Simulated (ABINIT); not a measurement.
# MoS2 (P6_3/mmc) in ABINIT: settings compared

Aim: see how the results for MoS2 move with the level of theory and the settings. Levels: LDA, PBEsol. Tasks: relaxation of cell and atoms.

Everything below comes from runs of ABINIT 10.8.3 (patched build). Logs are shortened: lines on timing, memory, paths and dates and some standing lists are left out, and cuts for length are marked. The log counts tension as positive stress, the text compression.

## 1. The crystal as given

Symmetry: P6_3/mmc, No. 194, hexagonal system. Conventional cell: a = 3.169 Å, b = 3.169 Å, c = 12.324 Å, α = 90.00°, β = 90.00°, γ = 120.00°. Mo (site symmetry -6m2) is surrounded by 6 S at 2.41 Å. S (site symmetry 3m) is surrounded by 3 Mo at 2.41 Å.

## 2. Relaxation of cell and atoms, LDA

Input file run.abi:

```
# Pseudopotentials
pp_dirpath "./"
pseudos "Mo.LDA_PW-JTH.xml, S.LDA_PW-JTH.xml"

# Structure
acell 3*1.0
rprim
     5.9885420889     0.0000000000     0.0000000000
    -2.9942710445     5.1862295807     0.0000000000
     0.0000000000     0.0000000000    23.2889847599
ntypat 2
znucl 42 16
natom 6
typat 1 1 2 2 2 2
xred
     0.6666666667     0.3333333333     0.7500000000
     0.3333333333     0.6666666667     0.2500000000
     0.6666666667     0.3333333333     0.3770000000
     0.3333333333     0.6666666667     0.8770000000
     0.6666666667     0.3333333333     0.1230000000
     0.3333333333     0.6666666667     0.6230000000
chkprim 0
chksymtnons 0
tolsym 1.0e-6

# Plane-wave basis
ecut 20.0
pawecutdg 40.0

# k points
kptopt 1
ngkpt 8 8 3
nshiftk 1
shiftk 0.0 0.0 0.0

# Exchange and correlation
ixc 7

# Bands and occupations
nband 32
occopt 3
tsmear 0.05 eV

# SCF cycle
nstep 100
tolvrs 1.0e-9

# Output
iomode 3
prtwf 0
prtden 0
prteig 0
prtebands 0
enunit 1

# Relaxation
ionmov 2
ntime 60
tolmxf 5.0e-5
optcell 2
dilatmx 1.08
ecutsm 0.5
```

Potentials or basis: JTH PAW LDA v2.0.

On the command line:

```bash
$ abinit run.abi > log 2>&1
```

run.abo:

```text
.Version 10.8.3 of ABINIT
 Symmetries : space group P6_3/m m c (#194); Bravais hP (primitive hexag.)
================================================================================
 Values of the parameters that define the memory need of the present run
     intxc =       0    ionmov =       2      iscf =      17    lmnmax =      18
     lnmax =       6     mgfft =     108  mpssoang =       3    mqgrid =    7161
     natom =       6  nloc_mem =       2    nspden =       1   nspinor =       1
    nsppol =       1      nsym =      24    n1xccc =       1    ntypat =       2
    occopt =       3   xclevel =       1
       mpw =        3968          nfft =       97200          nkpt =          20
 PAW method is used; the additional fine FFT grid is defined by:
   mgfftf=       144    nfftf =    230400
================================================================================
================================================================================

--------------------------------------------------------------------------------
------------- Echo of variables that govern the present computation ------------
--------------------------------------------------------------------------------
 -outvars: echo values of preprocessed input variables --------
            acell      1.0000000000E+00  1.0000000000E+00  1.0000000000E+00 Bohr
              amu      9.59400000E+01  3.20660000E+01
          chkprim           0
      chksymtnons           0
          dilatmx      1.08000000E+00
             ecut      2.00000000E+01 Hartree
           ecutsm      5.00000000E-01 Hartree
           enunit           1
           ionmov           2
              ixc           7
         kptrlatt        8    0    0      0    8    0      0    0    3
          kptrlen      4.79083367E+01
            natom           6
            nband          32
            ngfft          30      30     108
          ngfftdg          40      40     144
             nkpt          20
            nstep         100
             nsym          24
            ntime          60
           ntypat           2
           occopt           3
          optcell           2
        pawecutdg      4.00000000E+01 Hartree
           prtden           0
        prtebands           0
           prteig           0
            prtwf           0
            rprim      5.9885420889E+00  0.0000000000E+00  0.0000000000E+00
                      -2.9942710445E+00  5.1862295807E+00  0.0000000000E+00
                       0.0000000000E+00  0.0000000000E+00  2.3288984760E+01
          spgroup         194
           tolsym      1.00000000E-06
           tolvrs      1.00000000E-09
           tsmear      1.83746611E-03 Hartree
            typat      1  1  2  2  2  2
           useylm           1
           xangst      1.5844999989E+00  9.1481150092E-01  9.2429999937E+00
                      -1.7639084694E-11  1.8296230018E+00  3.0809999979E+00
                       1.5844999989E+00  9.1481150092E-01  4.6461479969E+00
                      -1.7639084694E-11  1.8296230018E+00  1.0808147993E+01
                       1.5844999989E+00  9.1481150092E-01  1.5158519990E+00
                      -1.7639084694E-11  1.8296230018E+00  7.6778519948E+00
            xcart      2.9942710444E+00  1.7287431936E+00  1.7466738570E+01
                      -3.3333039184E-11  3.4574863871E+00  5.8222461900E+00
                       2.9942710444E+00  1.7287431936E+00  8.7799472545E+00
                      -3.3333039184E-11  3.4574863871E+00  2.0424439634E+01
                       2.9942710444E+00  1.7287431936E+00  2.8645451255E+00
                      -3.3333039184E-11  3.4574863871E+00  1.4509037505E+01
             xred      6.6666666667E-01  3.3333333333E-01  7.5000000000E-01
                       3.3333333333E-01  6.6666666667E-01  2.5000000000E-01
                       6.6666666667E-01  3.3333333333E-01  3.7700000000E-01
                       3.3333333333E-01  6.6666666667E-01  8.7700000000E-01
                       6.6666666667E-01  3.3333333333E-01  1.2300000000E-01
                       3.3333333333E-01  6.6666666667E-01  6.2300000000E-01
            znucl       42.00000   16.00000

================================================================================

 chkinp: Checking input parameters for consistency.

================================================================================
== DATASET  1 ==================================================================

--- !DatasetInfo
iteration_state: {dtset: 1, }
dimensions: {natom: 6, nkpt: 20, mband: 32, nsppol: 1, nspinor: 1, nspden: 1, mpw: 3968, }
cutoff_energies: {ecut:  20.0, pawecutdg:  40.0, }
electrons: {nelect:   5.20000000E+01, charge:   0.00000000E+00, occopt:   3.00000000E+00, tsmear:   1.83746611E-03, }
meta: {optdriver: 0, ionmov: 2, optcell: 2, iscf: 17, paral_kgb: 0, }
...

 Exchange-correlation functional for the present dataset will be:
  LDA: Perdew-Wang 92 LSD fit to Ceperley-Alder data - ixc=7
  J.P.Perdew and Y.Wang, PRB 45, 13244 (1992)

 Real(R)+Recip(G) space primitive vectors, cartesian coordinates (Bohr,Bohr^-1):
 R(1)=  5.9885421  0.0000000  0.0000000  G(1)=  0.1669856  0.0964092  0.0000000
 R(2)= -2.9942710  5.1862296  0.0000000  G(2)=  0.0000000  0.1928183  0.0000000
 R(3)=  0.0000000  0.0000000 23.2889848  G(3)=  0.0000000  0.0000000  0.0429388
 Unit cell volume ucvol=  7.2330822E+02 bohr^3
 Angles (23,13,12)=  9.00000000E+01  9.00000000E+01  1.20000000E+02 degrees

 Coarse grid specifications (used for wave-functions):
[... 1182 lines left out ...]

---SELF-CONSISTENT-FIELD CONVERGENCE--------------------------------------------

--- !BeginCycle
iteration_state: {dtset: 1, itime: 10, icycle: 1, }
solver: {iscf: 17, nstep: 100, nline: 4, wfoptalg: 10, }
tolerances: {tolvrs: 1.00E-09, }
...
[... 111 lines left out ...]
 Difference of energy with previous step (new-old):
           Absolute (Ha)=-6.10803E-07
           Relative     =-3.39715E-09

 At Broyd/MD step  10, gradients are converged :
  max grad (force/stress) = 2.1757E-05 < tolmxf= 5.0000E-05 ha/bohr (free atoms)

================================================================================

 ----iterations are completed or convergence reached----

 Mean square residual over all n,k,spin=   10.758E-12; max=  28.739E-10
 reduced coordinates (array xred) for    6 atoms
       0.666666666667      0.333333333333      0.750000000000
       0.333333333333      0.666666666667      0.250000000000
       0.666666666667      0.333333333333      0.378770331655
       0.333333333333      0.666666666667      0.878770331655
       0.666666666667      0.333333333333      0.121229668345
       0.333333333333      0.666666666667      0.621229668345
 rms dE/dt=  1.6540E-04; max dE/dt=  3.5087E-04; dE/dt below (all hartree)
    1      -0.000000000000      0.000000000000      0.000000000000
    2       0.000000000000     -0.000000000000      0.000000000000
    3      -0.000000000000     -0.000000000000      0.000350870911
    4       0.000000000000      0.000000000000      0.000350870911
    5       0.000000000000      0.000000000000     -0.000350870911
    6      -0.000000000000     -0.000000000000     -0.000350870911

 cartesian coordinates (angstrom) at end:
    1      1.56193501673496     0.90178360238761     9.05018445037755
    2     -0.00000000001739     1.80356720477522     3.01672815012585
    3      1.56193501673496     0.90178360238761     4.57058848773937
    4     -0.00000000001739     1.80356720477522    10.60404478799107
    5      1.56193501673496     0.90178360238761     1.46286781251233
    6     -0.00000000001739     1.80356720477522     7.49632411276402

 cartesian forces (hartree/bohr) at end:
    1      0.00000000000000    -0.00000000000000    -0.00000000000000
    2     -0.00000000000000     0.00000000000000    -0.00000000000000
    3      0.00000000000000     0.00000000000000    -0.00001538694247
    4     -0.00000000000000    -0.00000000000000    -0.00001538694247
    5     -0.00000000000000    -0.00000000000000     0.00001538694247
    6      0.00000000000000     0.00000000000000     0.00001538694247
 frms,max,avg= 7.2534742E-06 1.5386942E-05   0.000E+00  0.000E+00  0.000E+00 h/b

 cartesian forces (eV/Angstrom) at end:
    1      0.00000000000000    -0.00000000000000    -0.00000000000000
    2     -0.00000000000000     0.00000000000000    -0.00000000000000
    3      0.00000000000000     0.00000000000000    -0.00079122839463
    4     -0.00000000000000    -0.00000000000000    -0.00079122839463
    5     -0.00000000000000    -0.00000000000000     0.00079122839463
    6      0.00000000000000     0.00000000000000     0.00079122839463
 frms,max,avg= 3.7298864E-04 7.9122839E-04   0.000E+00  0.000E+00  0.000E+00 e/A
 length scales=  5.903258816221  5.903258816315 22.803160000217 bohr
              =  3.123870033487  3.123870033537 12.066912600503 angstroms
 Fermi (or HOMO) energy (eV) =   9.31958   Average Vxc (eV)= -11.31347
 Eigenvalues (   eV  ) for nkpt=  20  k points:
 kpt#   1, nband= 32, wtk=  0.00521, kpt=  0.0000  0.0000  0.0000 (reduced coord)
 -52.44337  -52.44337  -26.69036  -26.69021  -26.40467  -26.40467  -26.40467  -26.40467
  -6.28867   -5.94719   -5.01704   -4.44789    1.70916    2.93432    5.13157    5.54352
   5.54352    5.55860    5.55860    6.69979    6.69979    6.75744    6.75744    7.56460
   7.82766    8.96537   11.09505   11.09505   11.12682   11.12682   11.27261   11.27261
 prteigrs : prtvol=0 or 1, do not print more k-points.

--- !EnergyTerms
iteration_state     : {dtset: 1, itime: 10, icycle: 1, }
comment             : Components of total free energy in Hartree
kinetic             :  3.72934150496929E+01
hartree             :  5.47330145412853E+01
xc                  : -2.25116100317014E+01
Ewald energy        : -1.23328868857761E+02
psp_core            :  4.95532246604479E+00
local_psp           : -1.56022815121107E+02
PAW spherical_terms :  2.50825900471684E+01
internal            : -1.79798951906379E+02
'-kT*entropy'       : -3.58121177395422E-07
total_energy        : -1.79798952264500E+02
total_energy_eV     : -4.89257873669200E+03
...

--- !EnergyTermsDC
iteration_state     : {dtset: 1, itime: 10, icycle: 1, }
comment             : '"Double-counting" decomposition of free energy'
band_energy         : -1.53680530881589E+01
Ewald energy        : -1.23328868857761E+02
psp_core            :  4.95532246604479E+00
xc_dc               : -5.18988383318989E+01
PAW spherical_terms :  5.84149552729400E+00
internal            : -1.79798942284480E+02
'-kT*entropy'       : -3.58121177395422E-07
total_energy_dc     : -1.79798942642601E+02
total_energy_dc_eV  : -4.89257847486681E+03
...

--- !EnergyTermsWithPAWCore
iteration_state     : {dtset: 1, itime: 10, icycle: 1, }
comment             : 'Components of total free energy, including PAW core contributions'
Total energy        : -9.68196454552708E+03
Total energy DC     : -9.68196453590518E+03
Total energy (eV)   : -2.63459676868231E+05
Total energy DC (eV): -2.63459676606406E+05
...

 rms coord change=  8.3454E-04   atom, delta coord (reduced):
     1        0.000000000000      0.000000000000      0.000000000000
     2        0.000000000000      0.000000000000      0.000000000000
     3        0.000000000000      0.000000000000      0.001770331655
     4        0.000000000000      0.000000000000      0.001770331655
     5        0.000000000000      0.000000000000     -0.001770331655
     6        0.000000000000      0.000000000000     -0.001770331655

 Cartesian components of stress tensor (hartree/bohr^3)
  sigma(1 1)=  1.08169150E-07  sigma(3 2)=  0.00000000E+00
  sigma(2 2)=  1.08168927E-07  sigma(3 1)=  0.00000000E+00
  sigma(3 3)=  2.17573067E-07  sigma(2 1)=  6.94188236E-14

-Cartesian components of stress tensor (GPa)         [Pressure= -4.2554E-03 GPa]
- sigma(1 1)=  3.18244626E-03  sigma(3 2)=  0.00000000E+00
- sigma(2 2)=  3.18243970E-03  sigma(3 1)=  0.00000000E+00
- sigma(3 3)=  6.40122063E-03  sigma(2 1)=  2.04237230E-09

== END DATASET(S) ==============================================================
================================================================================

 -outvars: echo values of variables after computation  --------
            acell      5.9032588162E+00  5.9032588163E+00  2.2803160000E+01 Bohr
           etotal     -1.7979894264E+02
            fcart      1.5204286914E-28 -1.2289478800E-28 -5.6468863178E-22
                      -3.0408573829E-29  1.9312038114E-28 -5.6468863150E-22
                       1.5204286914E-28  2.4578957600E-28 -1.5386942473E-05
                      -1.2163429532E-28 -2.8090237257E-28 -1.5386942473E-05
                      -2.5847287754E-28 -3.5990616485E-28  1.5386942473E-05
                       1.0643000840E-28  3.2479336828E-28  1.5386942473E-05
            rprim      1.0000000000E+00  0.0000000000E+00  0.0000000000E+00
                      -5.0000000000E-01  8.6602540378E-01  0.0000000000E+00
                       0.0000000000E+00  0.0000000000E+00  1.0000000000E+00
           strten      1.0816914968E-07  1.0816892678E-07  2.1757306677E-07
                       0.0000000000E+00  0.0000000000E+00  6.9418823583E-14
           xangst      1.5619350167E+00  9.0178360239E-01  9.0501844504E+00
                      -1.7387981835E-11  1.8035672048E+00  3.0167281501E+00
                       1.5619350167E+00  9.0178360239E-01  4.5705884877E+00
                      -1.7387981835E-11  1.8035672048E+00  1.0604044788E+01
                       1.5619350167E+00  9.0178360239E-01  1.4628678125E+00
                      -1.7387981835E-11  1.8035672048E+00  7.4963241128E+00
             xred      6.6666666667E-01  3.3333333333E-01  7.5000000000E-01
                       3.3333333333E-01  6.6666666667E-01  2.5000000000E-01
                       6.6666666667E-01  3.3333333333E-01  3.7877033165E-01
                       3.3333333333E-01  6.6666666667E-01  8.7877033165E-01
                       6.6666666667E-01  3.3333333333E-01  1.2122966835E-01
                       3.3333333333E-01  6.6666666667E-01  6.2122966835E-01
 Calculation completed.
```

Wall time 16 min (1 thread of Arm Neoverse V1, shared host); peak memory 0.2 GiB.

What came out:

* Free energy: -4892.5785 eV
* Relaxed volume: 17.00 Å³/atom
* Relaxed cell: a = 3.124 Å, b = 3.124 Å, c = 12.067 Å, α = 90.00°, β = 90.00°, γ = 120.00°
* Space group after relaxing (to 0.05 Å): P6_3/mmc (No. 194)
* Energy gained by relaxing: 12.1 meV/atom
* Ionic steps: 10
* Pressure after relaxing: 0.0 GPa
* Band gap on the k mesh: 0.83 eV, indirect (least direct gap 2.04 eV)
* Valence electrons inside the program's atomic spheres: Mo 11.33; S 3.61

The path:
```
step  energy change (eV)  largest force (eV/Å)  pressure (GPa)  volume (Å³)
   1              0.0000                0.4825           -5.55       107.18
   2             -0.0523                0.1195           -2.58       105.37
   3             -0.0660                0.1444           -0.10       103.87
   4             -0.0674                0.1229           -0.04       103.73
   5             -0.0695                0.0341           -0.05       103.40
   6             -0.0696                0.0294           -0.06       103.37
   7             -0.0716                0.0391           -0.17       102.50
   8             -0.0723                0.0395           -0.12       102.08
   9             -0.0726                0.0115           -0.03       101.94
  10             -0.0726                0.0008            0.00       101.98
```

Final structure:
```
Mo S
1.0
     3.12387    0.00000    0.00000
    -1.56194    2.70535    0.00000
     0.00000    0.00000   12.06691
Mo S
2 4
Direct
  0.66667 0.33333 0.75000
  0.33333 0.66667 0.25000
  0.66667 0.33333 0.37877
  0.33333 0.66667 0.87877
  0.66667 0.33333 0.12123
  0.33333 0.66667 0.62123
```

Levels at points of the mesh, in eV from the valence-band top:
| k point | band 22 | band 23 | band 24 | band 25 | band 26 | band 27 | band 28 | band 29 | band 30 | band 31 |
| --- | --- | --- | --- | --- | --- | --- | --- | --- | --- | --- |
| (0.00, 0.00, 0.00) | -2.21 | -2.21 | -1.40 | -1.14 | 0.00 | 2.13 | 2.13 | 2.16 | 2.16 | 2.31 |
| (0.50, 0.00, 0.00) | -2.59 | -1.78 | -1.54 | -1.52 | -1.40 | 1.65 | 1.71 | 2.01 | 2.36 | 2.79 |

Caveat: an odd mesh through Γ misses points on the zone boundary, where band edges often lie. LDA usually gives volumes a few per cent too small.

(Continued in part 2 of 2.)
